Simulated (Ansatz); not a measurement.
The system is TiAl3.

```xyz
4
Lattice="3.9557 0.0000 0.0000 0.0000 3.9557 0.0000 0.0000 0.0000 3.9557" Properties=species:S:1:pos:R:3 pbc="T T T"
Ti    0.0000    0.0000    0.0000
Al    0.0000    1.9778    1.9778
Al    1.9778    0.0000    1.9778
Al    1.9778    1.9778    0.0000
```

The cell comes from a database or a generator and needn't be the stable form of this composition.

Base run:

* Program: Ansatz 0.2.0
* Functional: LDA
* Potentials or basis: all-electron LAPW, scalar-relativistic
* Cutoff: 182 eV (chosen from the basis error)
* Basis error allowed: 0.002 eV/atom
* k mesh: 7 × 7 × 7
* Occupations: fermi-dirac, width 0.05 eV
* Spin: no spin polarisation

Its results: pressure -3.8 GPa.

Q: The run is repeated on the same cell with these changes: functional from LDA to PBEsol. What comes out?

A: Pressure -0.6 GPa.

PBEsol binds less tightly than LDA, so the same cell stands under more pressure.
